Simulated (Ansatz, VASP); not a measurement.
## GaSb: VASP beside Ansatz

```
CELL_PARAMETERS angstrom
2.86508 -2.88197 0.00000
2.86508 2.88197 0.00000
0.00000 0.00000 5.73041
ATOMIC_POSITIONS crystal
Ga 0.27941 0.72059 0.25000
Ga 0.72059 0.27941 0.75000
Sb 0.77721 0.22279 0.25000
Sb 0.22279 0.77721 0.75000
```

Alike in both runs: task single point; functional PBE; k mesh 10 × 10 × 8; occupations gaussian, width 0.1 eV; no spin polarisation.

```csv
,VASP,Ansatz
version,VASP 6.6.1,Ansatz 0.2.0
potentials or method,"VASP PAW PBE potentials, release 64 (Ga_d, Sb)","scalar-relativistic, plane waves, PAW"
plane-wave cutoff (eV),520,420
valence electrons in the cell,36,56
```

Ansatz gave:

| Quantity | Value |
| --- | --- |
| gap on the k mesh at the Fermi level (eV) | none |
| pressure (GPa) | 1.7 |
| largest component of the traceless stress (GPa) | 0.44 |
| rms of the force components (eV/Å) | 0.005 |

**Question.** What did VASP give for the same quantities?

**Answer.** gap on the k mesh at the Fermi level (eV): none; pressure (GPa): 1.7; largest component of the traceless stress (GPa): 0.43; rms of the force components (eV/Å): 0.005.

Atom by atom the forces differ by 0.001 eV/Å (rms over components). A gap of «none» marks a metal or a gap that the smearing closes. The two sets of potentials don't hold the same shells in valence.

The runs have no spin-orbit coupling, so splittings on Sb are missing.
